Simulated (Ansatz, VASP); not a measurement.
**AlN in VASP and in Ansatz**

```
Al N
1.0
     0.00000    2.16215    2.18399
     2.16215    0.00000    2.18399
     2.16215    2.16215    0.00000
Al N
1 1
Direct
  0.00000 0.00000 0.00000
  0.25000 0.25000 0.25000
```

Measurements of this composition are mostly on another form, of space group No. 186.

Alike in both runs: functional PBEsol; k mesh 9 × 9 × 9; occupations fermi-dirac, width 0.05 eV; no spin polarisation.

|  | VASP | Ansatz |
| --- | --- | --- |
| version | VASP 6.6.1 | Ansatz 0.2.0 |
| potentials or method | VASP PAW PBE potentials, release 64 (Al, N) | Ansatz PAW |
| plane-wave cutoff (eV) | 520 | 420 |
| valence electrons in the cell | 8 | 8 |
| task | single point | band structure |

|  | VASP | Ansatz | Ansatz less VASP |
| --- | --- | --- | --- |
| gap on the k mesh at the Fermi level (eV) | 3.36 | 3.37 | +0.009 |
| least direct gap on the mesh (eV) | 4.30 | 4.28 | -0.017 |
| pressure (GPa) | 5.6 | 5.6 | -0.02 |
| largest component of the traceless stress (GPa) | 0.87 | 0.87 | +0.001 |

The functional is the same, so the differences come from potentials, cutoffs and numerics.

Caveats: the PAW data sets were made with another functional, which shifts forces and pressure a little (VASP); an odd mesh through Γ misses points on the zone boundary, where band edges often lie (VASP); the k mesh misses the band edges, so the gap on the mesh is wider than the one along the path (Ansatz); the pressure holds a Pulay correction of +0.5 GPa for the finite cutoff (Ansatz); the PAW data sets come from PBE, with cores solved anew for the run's functional, which leaves a small shift of forces and pressure (Ansatz). PBEsol gaps usually lie below the measured ones, often by a third to a half.
